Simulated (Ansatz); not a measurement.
Runs of Ansatz 0.2.0 on CdS. It takes space group Fm-3m (No. 225, cubic). Conventional cell: a = 5.506 Å, b = 5.506 Å, c = 5.506 Å, α = 90.00°, β = 90.00°, γ = 90.00°. Around Cd (site symmetry m-3m) lie 6 S at 2.75 Å. S (site symmetry m-3m) is surrounded by 6 Cd at 2.75 Å. Measurements of this composition are mostly on another form, of space group No. 186.

```csv
task,level,spin,cell,k mesh,cutoff (eV),points for each segment of the path,gap on the mesh (eV),pressure (GPa),relaxed volume (Å³/atom)
band structure,r2SCAN,"SOC, no magnetisation",as given,6 × 6 × 6,500,14,0.74,-2.3,-
band structure,RPBE,off,as given,8 × 8 × 8,420,14,0.38,2.1,-
relaxation of cell and atoms,PBEsol+D3(BJ),off,relaxed,8 × 8 × 8,420,-,0.12,0.0,19.01
relaxation of cell and atoms,RPBE,off,relaxed,8 × 8 × 8,420,-,0.38,0.0,21.53
relaxation of cell and atoms,BLYP,off,relaxed,8 × 8 × 8,420,-,0.14,0.0,22.13
relaxation of cell and atoms,revPBE+D3(BJ),off,relaxed,8 × 8 × 8,420,-,(b),0.0,19.65
band structure,revPBE,off,as given,8 × 8 × 8,420,14,0.35,(a),-
phonons,PBEsol,off,as given,6 × 6 × 6,420,-,0.14,-,-
relaxation of cell and atoms,revPBE+D4,off,relaxed,8 × 8 × 8,420,-,0.35,0.0,19.77
relaxation of cell and atoms,RPBE+D4,off,relaxed,8 × 8 × 8,420,-,0.38,0.0,19.76
band structure,BLYP,off,as given,8 × 8 × 8,420,14,0.16,4.1,-
relaxation of cell and atoms,PBEsol+D4,off,relaxed,8 × 8 × 8,420,-,0.12,0.0,19.24
```

Alike in all rows: potentials or basis Ansatz PAW; smearing fermi-dirac 0.05 eV.

Problem. Estimate the missing entries.

Solution. (a) 1.4; (b) 0.34.

Caveats: the PAW data sets come from PBE, with cores solved anew for the run's functional, which leaves a small shift of forces and pressure; the plane-wave basis is chosen anew once the cell has moved, so the energies of steps on either side of that aren't comparable (some runs).

A k mesh can miss the band edges, and rows without SOC leave out spin-orbit coupling on Cd.

Runs at the PBE level aren't shown here.
